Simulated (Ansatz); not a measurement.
CuO:

```xyz
4
Lattice="2.8795 0.0000 0.0000 0.0391 2.8793 0.0000 0.0175 0.0172 5.1763" Properties=species:S:1:pos:R:3 pbc="T T T"
Cu    0.0195    1.4396    0.0000
Cu    1.4485    0.0086    2.5882
O     2.8881    0.0177    3.8817
O     0.0479    2.8788    1.2947
```

The cell comes from a database or a generator and needn't be the stable form of this composition.

Base run:

| Quantity | Value |
| --- | --- |
| Program | Ansatz 0.2.0 |
| Functional | PBEsol |
| Potentials or basis | all-electron LAPW, non-relativistic |
| Cutoff | 413 eV (chosen from the basis error) |
| Basis error allowed | 0.002 eV/atom |
| k mesh | 9 × 9 × 5 |
| Occupations | fermi-dirac, width 0.05 eV |
| Spin | no spin polarisation |

Its results: pressure 0.3 GPa; largest force 0.011 eV/Å.

Question: The run is repeated on the same cell with these changes: potentials or basis from all-electron LAPW, non-relativistic to all-electron LAPW, scalar-relativistic. What comes out?

Answer: Pressure -2.0 GPa; largest force 0.013 eV/Å.

Caveats: the run has no spin polarisation, though such a crystal can be magnetic.
